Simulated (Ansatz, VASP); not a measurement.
# Sb in VASP and in Ansatz

```
CELL_PARAMETERS angstrom
-0.01676 2.38071 2.40165
2.36975 0.04435 2.34054
2.40963 2.35947 0.00447
ATOMIC_POSITIONS crystal
Sb 0.99246 0.01309 0.98926
```

Change from the starting cell: cell strained at random at fixed volume.

Alike in both runs: task single point; functional PBEsol; k mesh 10 × 10 × 10; occupations fermi-dirac, width 0.05 eV; no spin polarisation.

|  | VASP | Ansatz |
| --- | --- | --- |
| version | VASP 6.6.1 | Ansatz 0.2.0 |
| potentials or method | VASP PAW PBE potentials, release 64 (Sb) | Ansatz PAW |
| plane-wave cutoff (eV) | 520 | 420 |
| valence electrons in the cell | 5 | 15 |

|  | VASP | Ansatz | Ansatz less VASP |
| --- | --- | --- | --- |
| gap on the k mesh at the Fermi level (eV) | none | none | - |
| pressure (GPa) | -1.3 | -1.3 | +0.03 |
| largest component of the traceless stress (GPa) | 0.42 | 0.42 | -0.004 |

A gap of «none» marks a metal or a gap that the smearing closes. The functional is the same, so the differences come from potentials, cutoffs and numerics. The two sets of potentials don't hold the same shells in valence.

Caveats: the PAW data sets were made with another functional, which shifts forces and pressure a little (VASP); the PAW data sets come from PBE, with cores solved anew for the run's functional, which leaves a small shift of forces and pressure (Ansatz). The runs have no spin-orbit coupling, so splittings on Sb are missing.
